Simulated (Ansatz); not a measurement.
SnO: one input, then a changed one

The cell was built from the zincblende type and relaxed in the same program; it needn't be a known or the stable phase. The listed cell was then made from it by scaling, straining or moving an atom.

First run: DFT, PBE, all-electron PAW with datasets made for the crystal, scalar-relativistic (Ansatz 0.2.0).

Command: `ansatz run input.yaml --threads 1 --pin off --max-ram 2048MiB --backend cpu --events-out ev --progress --plain --runs-dir out` The run took 12 s on 1 thread of Arm Neoverse V1 (shared host), peak memory 0.53 GiB.

```yaml
crystal:
  lattice:
    - [0.0, 2.7005951184, 2.7005951184]
    - [2.7005951184, 0.0, 2.7005951184]
    - [2.7005951184, 2.7005951184, 0.0]
  atoms:
    - { symbol: Sn, position: [0.0, 0.0, 0.0] }
    - { symbol: O, position: [0.25, 0.25, 0.25] }
kpoints:
  mp_grid: { grid: [12, 12, 12] }
scf:
  occupations: { method: fermi_dirac, width: 0.08 }
hamiltonian:
  xc: pbe
  pseudopotentials: { kind: all_electron, datasets: crystal }
output:
  forces: true
  stress: true
  eigenvalues: true
  efg: { contact_densities: true }
```

Result: converged; pressure 2.67 GPa; no gap on the k mesh; 10 SCF iterations.

Spin–orbit coupling is left out, though it moves levels of the heavy atoms by tenths of an eV or more.

A second input differs as follows:

```diff
@@ -10,5 +10,6 @@
   mp_grid: { grid: [12, 12, 12] }
 scf:
-  occupations: { method: fermi_dirac, width: 0.08 }
+  occupations: { method: fermi_dirac, width: 2.0 }
+  max_iter: 75
 hamiltonian:
   xc: pbe
```

Question: What is wrong with it, and what does the program do?

Answer: The fault is a smearing of electronvolts. The run converged; energy at zero smearing +142.2 meV/atom from the first run; pressure 14.20 GPa; no gap on the k mesh; 10 SCF iterations. Such numbers aren't properties of the crystal. The log ends:
```
            electrostatic potential = -623.086393 V   contact ρ = 2164.612960 e/Å³
--- Band table (eV; the first three rows and the last of 72) ---
  k-point 0: bands = ["-11.0716", "-11.0716", "-11.0716", "-11.0156", "-11.0156", "-9.1761", "4.2802", "6.1634", "6.1634", "6.1634", "15.2038", "15.2038", "15.2038", "19.7437", "22.1824", "22.1824", "22.1824", "23.8038", "23.8038", "24.2734", "28.8626", "28.8626", "28.8626", "37.1313"]
  k-point 1: bands = ["-11.0871", "-11.0693", "-11.0693", "-11.0155", "-11.0155", "-9.1330", "4.0776", "6.1364", "6.1364", "6.3735", "14.7433", "15.2352", "15.2352", "20.2194", "21.7570", "21.8423", "21.8423", "24.3046", "24.3046", "25.1547", "28.6261", "28.9816", "28.9816", "36.5467"]
  k-point 2: bands = ["-11.1274", "-11.0637", "-11.0637", "-11.0147", "-11.0147", "-9.0154", "3.6394", "6.0644", "6.0644", "6.8284", "13.8401", "15.3026", "15.3026", "20.3155", "21.3978", "21.3978", "22.1601", "25.1823", "25.1823", "26.7984", "28.2004", "29.3592", "29.3592", "35.2681"]
  k-point 71: bands = ["-11.3178", "-11.0393", "-11.0341", "-11.0052", "-11.0005", "-8.3318", "2.6827", "4.7925", "4.8580", "10.1948", "11.7792", "13.2709", "14.7904", "18.5467", "22.2549", "23.4358", "24.5171", "27.9809", "29.4721", "29.5445", "30.5384", "31.1418", "33.0722", "33.5709"]
```
